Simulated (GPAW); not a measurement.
# TiB2 in GPAW: the effect of functional

Crystal: TiB2.

```
Ti B
1.0
     3.02920    0.00000    0.00000
    -1.51460    2.62336    0.00000
     0.00000    0.00000    3.22840
Ti B
1 2
Direct
  0.00000 0.00000 0.00000
  0.66667 0.33333 0.50000
  0.33333 0.66667 0.50000
```

Alike in all runs:

```yaml
Program: GPAW 26.7.0
Task: band structure
Cutoff: 800 eV
Basis: pw
k_mesh: 9 × 9 × 7
Occupations: fermi-dirac, width 0.05 eV
Spin: no spin polarisation
```

```csv
functional,potentials or basis,pressure (GPa)
LDA,the program's PAW data sets (release 1.2.1) made for this functional,-10.9
AM05,PAW data sets generated in the run's folder for this functional,-5.5
revPBE,the program's PAW data sets (release 1.2.1) made for this functional,?
PW91,PAW data sets generated in the run's folder for this functional,0.5
PBEsol,PAW data sets generated in the run's folder for this functional,-4.6
BLYP,PAW data sets generated in the run's folder for this functional,6.7
RPBE,the program's PAW data sets (release 1.2.1) made for this functional,5.3
```

Task: What does the run with functional revPBE give?

Result: Pressure 4.2 GPa.

Runs at the PBE level aren't shown here.
